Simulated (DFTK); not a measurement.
# TePb (Fm-3m) in DFTK: settings compared, part 2 of 2

DFTK 0.8.2.

**3. Equation of state, rSCAN**

The input, run.jl:

```julia
using DFTK
using PseudoPotentialData
using Unitful, UnitfulAtomic
using LinearAlgebra, Printf
include("save.jl")
disable_threading()

lines     = readlines("POSCAR")
lattice   = austrip(1u"Å") * parse(Float64, lines[2]) * hcat([parse.(Float64, split(l)) for l in lines[3:5]]...)
symbols   = vcat([fill(Symbol(s), parse(Int, n)) for (s, n) in zip(split(lines[6]), split(lines[7]))]...)
positions = [parse.(Float64, split(l)[1:3]) for l in lines[9:8+length(symbols)]]
pseudopotentials = PseudoFamily("cp2k.nc.sr.pbe.v0_1.largecore.gth")
elements = Dict(s => ElementPsp(s, pseudopotentials) for s in unique(symbols))
atoms    = [elements[s] for s in symbols]

build_model(lattice, positions; symmetries=true) =
    model_DFT(lattice, atoms, positions;
              functionals=[:mgga_x_rscan, :mgga_c_rscan],
              temperature=austrip(0.05u"eV"),
              smearing=Smearing.FermiDirac(),
              symmetries)
Ecut  = 26.0  # hartree
kgrid = [5, 5, 5]
tol   = 1e-6
to_GPa = ustrip(uconvert(u"GPa", 1u"hartree/bohr^3"))

results["points"] = []
for scale in [0.94, 0.96, 0.98, 1.0, 1.02, 1.04, 1.06]
    println("\n=== scale = ", scale)
    model = build_model(cbrt(scale) * lattice, positions)
    basis = PlaneWaveBasis(model; Ecut, kgrid)
    t0 = time()
    scfres = self_consistent_field(basis;
                                   tol,
                                   nbandsalg=AdaptiveBands(model; n_bands_converge=10),
                                   solver=ScfAndersonSolver())
    seconds = time() - t0
    @printf "SCF: %d iterations, %.1f s\n" scfres.n_iter seconds
    forces = compute_forces_cart(scfres)
    stress = compute_stresses_cart(scfres)
    @printf "V = %.5f Å^3  F = %.8f Ha  max force = %.5f eV/Å  p = %.4f GPa\n" ustrip(auconvert(u"Å^3", model.unit_cell_volume)) scfres.energies.total ustrip(auconvert(u"eV/Å", maximum(norm, forces))) (-tr(stress) / 3 * to_GPa)
    push!(results["points"], save_scf!(scfres; forces, stress, d=Dict{String,Any}("seconds" => seconds, "n_matvec" => get(scfres, :n_matvec, 0))))
end

# third-order Birch-Murnaghan fit in x = V^(-2/3)
V = [0.94, 0.96, 0.98, 1.0, 1.02, 1.04, 1.06] * abs(det(lattice))
E = [p["total"] for p in results["points"]]
x = V .^ (-2 / 3)
c = [x .^ 0 x x .^ 2 x .^ 3] \ E
Δ = c[3]^2 - 3c[2] * c[4]
if Δ > 0
    x0 = (-c[3] + sqrt(Δ)) / 3c[4]
    B0 = 4 / 9 * x0^(7 / 2) * (2c[3] + 6c[4] * x0)
    @printf "V0 = %.4f Å^3  B0 = %.2f GPa\n" ustrip(auconvert(u"Å^3", x0^(-3 / 2))) B0 * to_GPa
end
```

The input, POSCAR:

```
TePb
1.0
    0.0000000000      3.2310000000      3.2310000000
    3.2310000000      0.0000000000      3.2310000000
    3.2310000000      3.2310000000      0.0000000000
Pb Te
1 1
Direct
    0.0000000000      0.0000000000      0.0000000000
    0.5000000000      0.5000000000      0.5000000000
```

Potentials or basis: cp2k.nc.sr.pbe.v0_1.largecore.gth (PBE, GTH, large core).

Started as:

```
$ julia --threads=1 run.jl  # save.jl only writes the numbers to a file and isn't shown; printed stress counts tension as positive; times include loading and compiling
```

The log of the run:

```text
=== scale = 0.94
n     Energy            log10(ΔE)   log10(Δρ)   log10(Δτ)   Diag   Δtime
---   ---------------   ---------   ---------   ---------   ----   ------
  1   -11.77054627372                   -0.66       -0.66    4.7    9.10s
  2   -11.77283322828       -2.64       -1.19       -1.03    1.0    5.72s
  3   -11.77435248827       -2.82       -1.77       -1.98    2.4    7.24s
┌ Warning: Exchange-correlation term: the kinetic energy density τ is smaller than the von Weizsäcker kinetic energy density τ_W somewhere. This can lead to unphysical results. This can be caused by pseudopotentials without a non-linear core correction for τ, a too small Ecut value or an unphysical initial guess for τ. This message is only logged once.
└ @ DFTK xc.jl:436
  4   -11.77454946544       -3.71       -2.76        5.43    1.7    4.93s
  5   -11.77456491976       -4.81       -3.10       -2.77    2.9    7.32s
  6   -11.77456571292       -6.10       -3.85       -3.83    1.8    5.60s
  7   -11.77456575239       -7.40       -4.03       -4.17    2.6    6.73s
  8   -11.77456575946       -8.15       -4.84       -4.70    1.7    5.42s
  9   -11.77456575986       -9.40       -5.48       -5.24    3.1    7.05s
 10   -11.77456575987      -10.99       -6.05       -6.49    2.2    6.75s
SCF: 10 iterations, 66.4 s
V = 63.41160 Å^3  F = -11.77456576 Ha  max force = 0.00000 eV/Å  p = 5.5284 GPa

=== scale = 0.96
n     Energy            log10(ΔE)   log10(Δρ)   log10(Δτ)   Diag   Δtime
---   ---------------   ---------   ---------   ---------   ----   ------
[... 53 further cycles ...]
  2   -11.77673111171       -2.40       -1.18       -1.05    1.0    5.32s
  3   -11.77844196347       -2.77       -1.75       -1.98    2.3    6.84s
  4   -11.77870717287       -3.58       -2.83        8.14    1.8    5.70s
  5   -11.77872338271       -4.79       -3.08       -2.78    3.1    7.80s
  6   -11.77872469976       -5.88       -3.87       -3.49    2.0    6.23s
  7   -11.77872473513       -7.45       -4.04       -4.34    2.6    6.15s
  8   -11.77872474039       -8.28       -4.67       -4.60    1.6    6.18s
  9   -11.77872474099       -9.22       -5.36       -5.05    2.7    6.54s
 10   -11.77872474101      -10.82       -5.94       -5.88    2.5    7.27s
 11   -11.77872474101      -11.61       -6.42       -6.70    2.2    6.67s
SCF: 11 iterations, 74.1 s
V = 71.50670 Å^3  F = -11.77872474 Ha  max force = 0.00000 eV/Å  p = -0.4495 GPa
V0 = 70.7034 Å^3  B0 = 40.08 GPa
```

It took 12 min on 1 thread of Intel Xeon Platinum 8259CL at 2.50GHz (Skylake/Cascade Lake), shared host; peak memory 1.6 GiB.

Results:

```
Equilibrium volume                      : 35.35 Å³/atom
Bulk modulus                            : 40 GPa
Pressure derivative of the bulk modulus : 4.4
```

Energy against volume, from the lowest point:
| volume (Å³/atom) | energy (meV/atom) |
| --- | --- |
| 31.706 | 56.87 |
| 32.380 | 36.28 |
| 33.055 | 20.78 |
| 33.730 | 9.85 |
| 34.404 | 3.06 |
| 35.079 | 0.00 |
| 35.753 | 0.29 |

Caveat: this odd mesh misses L, where the gap lies, so gap, dielectric constants and Born charges aren't listed; GTH potentials come without recommended cutoffs, and this one wasn't checked for convergence; the program warned that the kinetic-energy density falls under its von Weizsäcker bound, which can give unphysical results; the potentials were made for another functional, which shifts forces and pressure; this set keeps more shells in the core, which shifts pressures and gaps.

**4. Band structure, PBE**

The input, run.jl:

```julia
using DFTK
using PseudoPotentialData
using Unitful, UnitfulAtomic
using LinearAlgebra, Printf
include("save.jl")
disable_threading()

lines     = readlines("POSCAR")
lattice   = austrip(1u"Å") * parse(Float64, lines[2]) * hcat([parse.(Float64, split(l)) for l in lines[3:5]]...)
symbols   = vcat([fill(Symbol(s), parse(Int, n)) for (s, n) in zip(split(lines[6]), split(lines[7]))]...)
positions = [parse.(Float64, split(l)[1:3]) for l in lines[9:8+length(symbols)]]
pseudopotentials = Dict(:Pb => "Pb.upf", :Te => "Te.upf")
elements = Dict(s => ElementPsp(s, pseudopotentials; rcut=10.0) for s in unique(symbols))
atoms    = [elements[s] for s in symbols]

build_model(lattice, positions; symmetries=true) =
    model_DFT(lattice, atoms, positions;
              functionals=PBE(),
              temperature=austrip(0.05u"eV"),
              smearing=Smearing.FermiDirac(),
              symmetries)
Ecut  = 41.0  # hartree
kgrid = [5, 5, 5]
tol   = 1e-6
to_GPa = ustrip(uconvert(u"GPa", 1u"hartree/bohr^3"))

model = build_model(lattice, positions)
basis = PlaneWaveBasis(model; Ecut, kgrid)
display(basis)
scfres = self_consistent_field(basis;
                               tol,
                               nbandsalg=AdaptiveBands(model; n_bands_converge=20))
display(scfres.energies)
@printf "Fermi level: %.6f eV\n" ustrip(auconvert(u"eV", something(scfres.εF, NaN)))
forces = compute_forces_cart(scfres)
println("Forces (eV/Å)")
for (s, f) in zip(symbols, forces)
    @printf "%-3s %12.6f %12.6f %12.6f\n" s ustrip.(auconvert.(u"eV/Å", f))...
end
stress = compute_stresses_cart(scfres)
println("Stress (GPa)")
display(round.(stress * to_GPa; digits=4))
println("Levels at the first k-point (eV): ", round.(ustrip.(auconvert.(u"eV", scfres.eigenvalues[1][1:scfres.n_bands_converge])); digits=4))
save_scf!(scfres; forces, stress)

points = Dict("G" => [0.0, 0.0, 0.0], "K" => [0.375, 0.375, 0.75], "L" => [0.5, 0.5, 0.5], "U" => [0.625, 0.25, 0.625], "W" => [0.5, 0.25, 0.75], "X" => [0.5, 0.0, 0.5])
segments = [("G", "X", 7), ("X", "W", 4), ("W", "K", 3), ("K", "G", 7), ("G", "L", 6), ("L", "U", 4), ("U", "W", 3), ("W", "L", 5), ("L", "K", 4), ("U", "X", 3)]
kcoords = vcat([[points[a] + t * (points[b] - points[a]) for t in range(0, 1, n)] for (a, b, n) in segments]...)
bands = compute_bands(scfres, ExplicitKpoints(kcoords); n_bands=22, tol=1e-5)
for (k, ε) in zip(bands.basis.kpoints, bands.eigenvalues)
    @printf "%d %8.4f %8.4f %8.4f " k.spin k.coordinate...
    println(join([@sprintf("%9.4f", e) for e in ustrip.(auconvert.(u"eV", ε .- scfres.εF))]))
end
results["band_energies"] = rows(bands.eigenvalues); results["band_kpoints"] = rows(kcoords)
```

POSCAR is that of step 3.

Potentials or basis: in-house norm-conserving set (PBE, scalar relativistic).

Started as:

```
$ julia --threads=1 run.jl  # save.jl only writes the numbers to a file and isn't shown; printed stress counts tension as positive; times include loading and compiling
```

Wall time 4.9 min (1 thread of AMD EPYC 7R43 (Zen 3), shared host); peak memory 2.1 GiB.

Results (log left out):

```
Free energy             : -5218.9843 eV
Pressure                : 2.2 GPa
Band gap along the path : 0.73 eV, direct
```

Levels at the corners of the path, in eV from the Fermi level:
| point | band 12 | band 13 | band 14 | band 15 | band 16 | band 17 | band 18 | band 19 |
| --- | --- | --- | --- | --- | --- | --- | --- | --- |
| Γ | -6.06 | -1.81 | -1.81 | -1.81 | 3.62 | 3.62 | 3.62 | 5.35 |
| X | -7.75 | -4.96 | -3.26 | -3.26 | 2.83 | 5.02 | 5.02 | 6.25 |
| W | -8.44 | -4.25 | -4.25 | -0.82 | 1.22 | 4.76 | 4.76 | 6.39 |
| K | -8.42 | -4.58 | -2.76 | -2.54 | 3.12 | 3.33 | 4.67 | 5.49 |
| Γ | -6.06 | -1.81 | -1.81 | -1.81 | 3.62 | 3.62 | 3.62 | 5.35 |
| L | -9.05 | -1.35 | -1.35 | -0.46 | 0.27 | 0.81 | 0.81 | 7.92 |
| U | -8.42 | -4.58 | -2.76 | -2.54 | 3.12 | 3.33 | 4.67 | 5.49 |
| W | -8.44 | -4.25 | -4.25 | -0.82 | 1.22 | 4.76 | 4.76 | 6.39 |
| L | -9.05 | -1.35 | -1.35 | -0.46 | 0.27 | 0.81 | 0.81 | 7.92 |
| K | -8.42 | -4.58 | -2.76 | -2.54 | 3.12 | 3.33 | 4.67 | 5.49 |
| U | -8.42 | -4.58 | -2.76 | -2.54 | 3.12 | 3.33 | 4.67 | 5.49 |
| X | -7.75 | -4.96 | -3.26 | -3.26 | 2.83 | 5.02 | 5.02 | 6.25 |

Caveat: this odd mesh misses L, where the gap lies, so gap, dielectric constants and Born charges aren't listed; spin-orbit coupling is left out, which moves the levels of the heavy elements.

**5. The runs side by side**

```tsv
task	level	potentials or basis	k mesh	cutoff (eV)	valence electrons	SCF solver	pressure (GPa)
band structure	OLYP	SG15 1.2 (PBE)	6 × 6 × 6	952	Pb 14, Te 16	-	3.6
equation of state	rSCAN	cp2k.nc.sr.pbe.v0_1.largecore.gth (PBE, GTH, large core)	5 × 5 × 5	707	Pb 4, Te 6	ScfAndersonSolver	-
band structure	PBE	in-house norm-conserving set (PBE, scalar relativistic)	5 × 5 × 5	1116	Pb 14, Te 16	-	2.2
```

Alike in all rows: no spin polarisation; cell as given; smearing fermi-dirac 0.05 eV.

Caveats: the potentials were made for another functional, which shifts forces and pressure (some runs); spin-orbit coupling is left out, which as a rule narrows the gap of such compounds by several tenths of an eV (some runs); GTH potentials come without recommended cutoffs, and this one wasn't checked for convergence (some runs); the program warned that the kinetic-energy density falls under its von Weizsäcker bound, which can give unphysical results (some runs); this set keeps more shells in the core, which shifts pressures and gaps (some runs); spin-orbit coupling is left out, which moves the levels of the heavy elements (some runs).

Absolute energies hang on the potentials; compare differences alone.

**6. Comparison with measurements**

Step 2. Measured gap of TePb: 0.19 eV (direct; 4.2 K; a printed reference work, monograph). This calculation gives 0.95 eV (+0.76 eV). Spin-orbit coupling on Pb, Te is left out. The value is that of OLYP, without temperature or zero-point motion.

Step 4. A measured gap of TePb is 0.19 eV (direct; 4.2 K; a printed reference work, monograph); the calculated 0.73 eV misses it by +0.54 eV. Spin-orbit coupling on Pb, Te is left out. The value is that of PBE, without temperature or zero-point motion.
